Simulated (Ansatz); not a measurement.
A crystal relaxed with r2SCAN in the PAW code Ansatz has space group Fm-3m (No. 225) and a = 7.089 Å.

```tsv
atom	site	x	y	z
K	4a	0.0000	0.0000	0.0000
Xx	4b	0.5000	0.0000	0.0000
```

r2SCAN gives a direct gap of 4.59 eV at Γ. The HSE06 gap is direct at Γ: 4.94 eV. Meshes: r2SCAN 6×6×6, HSE06 4×4×4. r2SCAN's ε∞ is 2.7 in all directions.

Q: Which element is Xx?
A. Cl
B. F
C. I
D. H

A: C. Xx is I: KI (rocksalt). K is surrounded by 6 I at 3.54 Å; I is surrounded by 6 K at 3.54 Å.

The values are computed, spin-unpolarised, and not measurements.

No spin-orbit coupling is included; it can move band edges with weight on the heavy atoms by tenths of an eV.

The meshes of the hybrids are coarse, so their gaps aren't converged to the digits shown.
